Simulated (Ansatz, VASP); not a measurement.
MgO: VASP beside Ansatz

INCAR

```
SYSTEM = MgO
PREC = Accurate
ENCUT = 520
EDIFF = 1E-7
ISMEAR = 0
SIGMA = 0.05
LREAL = .False.
LASPH = .True.
NELM = 60
ALGO = Normal
ISIF = 2
LWAVE = .False.
LCHARG = .False.
GGA = PS
NBANDS = 16
```

KPOINTS

```
Automatic mesh
0
Gamma
  9 9 6
  0 0 0
```

POSCAR

```
MgO
1.0
    3.3486902732      0.0000000000      0.0000000000
   -1.6743451366      2.9000508460      0.0000000000
    0.0000000000      0.0000000000      4.8847345015
Mg O
2 2
Direct
    0.3333333333      0.6666666667      0.0390610606
    0.6666666667      0.3333333333      0.5390610606
    0.3333333333      0.6666666667      0.4009416620
    0.6666666667      0.3333333333      0.9009416620
```

Input for Ansatz:

```yaml
crystal:
  lattice:
    - [3.3486902732, 0.0, 0.0]
    - [-1.6743451366, 2.900050846, 0.0]
    - [0.0, 0.0, 4.8847345015]
  atoms:
    - { symbol: Mg, position: [0.3333333333, 0.6666666667, 0.0390610606] }
    - { symbol: Mg, position: [0.6666666667, 0.3333333333, 0.5390610606] }
    - { symbol: O, position: [0.3333333333, 0.6666666667, 0.400941662] }
    - { symbol: O, position: [0.6666666667, 0.3333333333, 0.900941662] }
basis:
  ecutwfc: 520.0
kpoints:
  mp_grid: { grid: [9, 9, 6] }
hamiltonian:
  xc: pbesol
  pseudopotentials: { kind: paw, azcp: { folder: soft_1 } }
scf:
  occupations: { method: gaussian, width: 0.05 }
output:
  forces: true
  stress: true
  eigenvalues: true
```

Alike in both runs: task single point; functional PBEsol; k mesh 9 × 9 × 6; occupations gaussian, width 0.05 eV; no spin polarisation.

```csv
,VASP,Ansatz
version,VASP 6.6.1,Ansatz 0.2.0
potentials or method,"VASP PAW PBE potentials, release 64 (Mg, O)","scalar-relativistic, plane waves, PAW"
plane-wave cutoff (eV),520,520
valence electrons in the cell,16,32
```

|  | VASP | Ansatz | Ansatz less VASP |
| --- | --- | --- | --- |
| gap on the k mesh at the Fermi level (eV) | 3.50 | 3.50 | -0.002 |
| least direct gap on the mesh (eV) | 3.50 | 3.50 | -0.002 |
| pressure (GPa) | 6.0 | 6.0 | +0.02 |
| largest component of the traceless stress (GPa) | 26.50 | 25.79 | -0.716 |
| rms of the force components (eV/Å) | 1.784 | 1.737 | -0.0468 |

Atom by atom the forces differ by 0.047 eV/Å (rms over components). The two sets of potentials don't hold the same shells in valence. Ansatz warned: «pseudo_functional_mismatch».

Caveats: the PAW data sets were made with another functional, which shifts forces and pressure a little (VASP); an odd mesh through Γ misses points on the zone boundary, where band edges often lie.
